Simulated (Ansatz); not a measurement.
Runs of Ansatz 0.2.0 on MgTe. It takes space group F-43m (No. 216, cubic). Conventional cell: a = 6.464 Å, b = 6.464 Å, c = 6.464 Å, α = 90.00°, β = 90.00°, γ = 90.00°. Around Te (site symmetry -43m) lie 4 Mg at 2.80 Å. Around Mg (site symmetry -43m) lie 4 Te at 2.80 Å. The cell comes from a database or a generator and needn't be the stable form of this composition.

| task | level | cell | smearing | gap on the mesh (eV) | pressure (GPa) | relaxed volume (Å³/atom) |
| --- | --- | --- | --- | --- | --- | --- |
| relaxation of cell and atoms | BLYP+D3(BJ) | relaxed | fermi-dirac 0.05 eV | (a) | 0.0 | 32.00 |
| single point | PBE | as given | gaussian 0.029 eV | 2.42 | 0.7 | - |
| relaxation of cell and atoms | BLYP+D4 | relaxed | fermi-dirac 0.05 eV | 2.62 | 0.0 | 32.95 |
| single point | PBE | as given | gaussian 0.03 eV | 2.42 | 0.7 | - |

Alike in all rows: potentials or basis Ansatz PAW; no spin polarisation; k mesh 7 × 7 × 7; cutoff (eV) 420.

Problem. Estimate the missing entries.

Solution. (a) 2.76.

Caveats: odd divisions of the mesh miss points on the zone boundary, where band edges often lie, so the gap on the mesh can be too wide; spin-orbit coupling is left out, which moves the levels of the heavy elements; the plane-wave basis is chosen anew once the cell has moved, so the energies of steps on either side of that aren't comparable (some runs); the PAW data sets come from PBE, with cores solved anew for the run's functional, which leaves a small shift of forces and pressure (some runs).

A k mesh can miss the band edges, and the runs leave out spin-orbit coupling on Te.
